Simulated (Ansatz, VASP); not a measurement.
# W in VASP and in Ansatz

File INCAR:

```
SYSTEM = W
PREC = Accurate
ENCUT = 520
EDIFF = 1E-8
ISMEAR = -1
SIGMA = 0.05
LREAL = .FALSE.
LASPH = .TRUE.
NELM = 100
ALGO = Normal
ISIF = 2
LWAVE = .FALSE.
LCHARG = .FALSE.
GGA = PE
LEFG = .TRUE.
NBANDS = 13
```

The input KPOINTS:

```
regular mesh
0
G
  14 14 14
  0 0 0
```

POSCAR

```
W
1.0
    0.0000000000      2.0300000000      2.0300000000
    2.0300000000      0.0000000000      2.0300000000
    2.0300000000      2.0300000000      0.0000000000
W
1
Direct
    0.0000000000      0.0000000000      0.0000000000
```

Input for Ansatz:

```yaml
crystal:
  lattice:
    - [0.0, 2.03, 2.03]
    - [2.03, 0.0, 2.03]
    - [2.03, 2.03, 0.0]
  atoms:
    - { symbol: W, position: [0.0, 0.0, 0.0] }
kpoints:
  mp_grid: { grid: [14, 14, 14] }
  band_path:
    path:
      - [0.0, 0.0, 0.0]
      - [0.5, 0.0, 0.5]
      - [0.625, 0.25, 0.625]
      - [0.375, 0.375, 0.75]
      - [0.0, 0.0, 0.0]
      - [0.5, 0.5, 0.5]
      - [0.5, 0.25, 0.75]
      - [0.5, 0.0, 0.5]
    npoints: 14
scf:
  occupations: { method: fermi_dirac, width: 0.05 }
hamiltonian:
  xc: pbe
  pseudopotentials: { kind: paw }
output:
  forces: true
  stress: true
  eigenvalues: true
  efg: { contact_densities: true }
  populations: true
  bader: true
  dos: { projected: true, de: 0.2, e_range: [-14, 8] }
  write_density: true
  write_potential: true
  elf: true
  volumetric_format: npy
```

Alike in both runs: task electric field gradients; functional PBE; k mesh 14 × 14 × 14; occupations fermi-dirac, width 0.05 eV; no spin polarisation.

|  | VASP | Ansatz |
| --- | --- | --- |
| version | VASP 6.6.1 | Ansatz 0.2.0 |
| potentials or method | VASP PAW PBE potentials, release 64 (W_sv) | PAW with Ansatz's default frozen-core files, scalar-relativistic |
| plane-wave cutoff (eV) | 520 | 420 |
| valence electrons in the cell | 14 | 14 |

Ansatz gave:

```
pressure (GPa)                                                 : -4.7
Vzz of the field gradient on the site that differs most (V/Å²) : 0.0
```

Question: Estimate VASP's values.

Answer: Pressure (GPa): -4.2; Vzz of the field gradient on the site that differs most (V/Å²): 0.0.

The functional is the same, so the differences come from potentials, cutoffs and numerics. Ansatz warned: «gradients_without_spin_orbit».

Spin-orbit coupling is left out, which matters for the levels of W.
